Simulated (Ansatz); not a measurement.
## A series in volume scale on TePb

Periodic Kohn-Sham DFT of a crystal at fixed atoms, scaled to volume_scale times the given cell; pressure positive in compression, energy less spherical unpolarised free atoms, largest_vzz the field gradient of largest size among the nuclei. The results are calculated, by Ansatz 0.2.0.

The cell before it is scaled or strained (space group Fm-3m, No. 225):
```
CELL_PARAMETERS angstrom
0.00000 3.22700 3.22700
3.22700 0.00000 3.22700
3.22700 3.22700 0.00000
ATOMIC_POSITIONS crystal
Te 0.50000 0.50000 0.50000
Pb 0.00000 0.00000 0.00000
```

Settings of every row: method all-electron PAW; functional PBEsol; relativity scalar; k mesh 10x10x10; filling fermi-dirac; smearing width 0.03 eV; nucleus gaussian.

Atom start moment: 0 on all atoms.

Limits: no spin-orbit coupling on heavy atoms.

```csv
row,volume scale,V (Å³/atom),pressure (GPa)
1,0.94,31.588,2.897
2,0.96,32.26,1.738
3,0.98,32.932,0.702
4,0.99,33.268,0.226
5,1,33.604,-0.224
6,1.01,33.941,-0.651
7,1.02,34.277,-1.054
8,1.04,34.949,?
9,1.06,35.621,-2.459
```

Question: what pressure should row 8 give?

Worked fit of pressure. Take u = (V_r/V)^(2/3) − 1 with V_r = 33.436 Å³ an atom, which is twice the finite (Eulerian) strain; such expansions in the strain, on which the Birch-Murnaghan equation of state is built, carry the rest volume and the bulk modulus. The shown rows have u = 0.03863, 0.02416, 0.01018, 0.00336, -0.00334, -0.00994, -0.01642, -0.04132. Least squares give pressure = −0.0022 + 67.191 × u + 195.54 × u² + 204 × u³ GPa; a parabola predicts inner rows, each left out in turn, worse (root mean square 0.0032 against 0.00042 GPa). All shown rows lie on it to the printed digit. The pressure vanishes at u = 0.0000, or V = 33.43 Å³ an atom, and there the bulk modulus at fixed shape and fractions is B = −V dP/dV = (2/3)(1 + u) dP/du = 44.8 GPa. The withheld row has u = -0.02907, so the fit gives −0.0022 + 67.191 × (-0.02907) + 195.54 × (-0.02907)² + 204 × (-0.02907)³ = -1.795 GPa.

The calculation gave -1.796 GPa. The fit lies 0.001 GPa (0.019 % of the column's range) above it, one unit of the last digit.
